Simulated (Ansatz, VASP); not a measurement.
**TaN: VASP beside Ansatz**

The input INCAR:

```
PREC = Accurate
ENCUT = 520
EDIFF = 1E-7
ISMEAR = -1
SIGMA = 0.02
LREAL = False
LASPH = True
NELM = 100
ALGO = Normal
ISIF = 2
LWAVE = False
LCHARG = False
GGA = PE
NBANDS = 15
```

The input KPOINTS:

```
regular mesh
0
Gamma
  9 9 9
```

POSCAR

```
TaN
1.0
    0.0000000000      2.1345181309      2.1345181309
    2.1345181309      0.0000000000      2.1345181309
    2.1345181309      2.1345181309      0.0000000000
Ta N
1 1
Direct
    0.5000000000      0.5000000000      0.5000000000
    0.0000000000      0.0000000000      0.0000000000
```

Input for Ansatz:

```yaml
crystal:
  lattice:
    - [0.0, 2.1345181309, 2.1345181309]
    - [2.1345181309, 0.0, 2.1345181309]
    - [2.1345181309, 2.1345181309, 0.0]
  atoms:
    - { symbol: Ta, position: [0.5, 0.5, 0.5] }
    - { symbol: "N", position: [0.0, 0.0, 0.0] }
kpoints:
  mp_grid: { grid: [9, 9, 9] }
  band_path:
    path:
      - [0.0, 0.0, 0.0]
      - [0.5, 0.0, 0.5]
      - [0.625, 0.25, 0.625]
      - [0.375, 0.375, 0.75]
      - [0.0, 0.0, 0.0]
      - [0.5, 0.5, 0.5]
      - [0.5, 0.25, 0.75]
      - [0.5, 0.0, 0.5]
    npoints: 5
scf:
  occupations: { method: fermi_dirac, width: 0.02 }
hamiltonian:
  xc: pbe
  pseudopotentials: { kind: all_electron, lapw: { basis_error: 0.0005 } }
output:
  forces: true
  stress: true
  eigenvalues: true
```

Change from the starting cell: volume scaled by 0.94.

Alike in both runs: task single point; functional PBE; k mesh 9 × 9 × 9; occupations fermi-dirac, width 0.02 eV; no spin polarisation.

|  | VASP | Ansatz |
| --- | --- | --- |
| version | VASP 6.6.1 | Ansatz 0.2.0 |
| potentials or method | VASP PAW PBE potentials, release 64 (Ta_pv, N) | all-electron LAPW, scalar-relativistic |
| plane-wave cutoff (eV) | 520 | see its input |

```tsv
	VASP	Ansatz	Ansatz less VASP
pressure (GPa)	43.5	42.0	-1.54
```

Ansatz ran all-electron here, so the differences hold the error of VASP's frozen core and of both bases.

Caveats: so large a pressure means that the cell lies far from this level's equilibrium, or that cutoff or potentials fall short (VASP). Spin-orbit coupling is left out, which matters for the levels of Ta.
